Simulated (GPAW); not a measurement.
The system is TiSi.

```xyz
2
Lattice="1.8162 -2.1176 0.0000 1.8162 2.1176 0.0000 0.0000 0.0000 3.8039" Properties=species:S:1:pos:R:3 pbc="T T T"
Ti    1.8162    0.0000    0.0000
Si    0.0000    0.0000    1.9020
```

The cell comes from a database or a generator and needn't be the stable form of this composition.

| Item | Value |
| --- | --- |
| Program | GPAW 26.7.0 |
| Task | relaxation of cell and atoms |
| Functional | PBEsol |
| Potentials or basis | PAW data sets generated in the run's folder for this functional |
| Cutoff | 600 eV |
| Basis | pw |
| k mesh | 8 × 8 × 6 |
| Occupations | fermi-dirac, width 0.05 eV |
| Spin | no spin polarisation |

At the start: pressure -4.0 GPa; volume 14.63 Å³/atom.

How do energy, volume and symmetry change on relaxing?

Over 6 steps the energy falls by 8.6 meV/atom and the volume is 14.11 Å³/atom (-3.5 %); space group Cmmm (No. 65, to 0.05 Å).

The path:
```tsv
step	energy change (eV)	largest force (eV/Å)	pressure (GPa)	volume (Å³)
1	0.0000	0.0000	-3.97	29.26
2	-0.0046	0.0000	-2.98	29.03
3	-0.0106	0.0000	0.45	28.30
4	-0.0113	0.0000	0.51	28.27
5	-0.0168	0.0000	0.35	28.18
6	-0.0171	0.0000	0.04	28.23
```

Final structure:
```yaml
crystal:
  lattice:
    - [1.81914, -2.03482, 0.00000]
    - [1.81914, 2.03482, 0.00000]
    - [0.00000, 0.00000, 3.81271]
  atoms:
    - { symbol: Ti, position: [0.50000, 0.50000, 0.00000] }
    - { symbol: Si, position: [0.00000, 0.00000, 0.50000] }
```

Caveat: later steps reuse the first step's grids.
